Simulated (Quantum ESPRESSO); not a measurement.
SnO: dielectric tensor and Born charges under several settings

```
Sn O
1.0
     3.81370    0.00000    0.00000
     0.00000    3.81370    0.00000
     0.00000    0.00000    4.88691
Sn O
2 2
Direct
  0.50000 0.00000 0.76463
  0.00000 0.50000 0.23537
  0.00000 0.00000 0.00000
  0.50000 0.50000 0.00000
```

The cell is a database's computed one.

All runs used Quantum ESPRESSO 7.5; potentials GBRV 1.5 PBEsol; given cell; no spin polarisation; cutoff 925 eV; occupations smeared at first, fixed for the response.

| level | k mesh (s: shifted) | ε∞ (diagonal) | Born charge of atom 1 (e) | sum of the Born charges (e) |
| --- | --- | --- | --- | --- |
| PBEsol | 4 × 4 × 4s | 8.09, 8.09, 7.05 | 3.03 | 0.02 |
| PBEsol | 6 × 6 × 6s | ? | ? | ? |
| PBEsol | 8 × 8 × 6s | 8.20, 8.20, 7.16 | 3.03 | -0.02 |

Problem. What stands in the row left open?

Solution. ε∞ 8.28, 8.28, 7.16; Born charge of atom 1 3.02 e; sum of the Born charges -0.03 e.

For the row left open. Caveat: the mesh is thin for the dielectric tensor, Born charges and intensities, which usually come out too large.
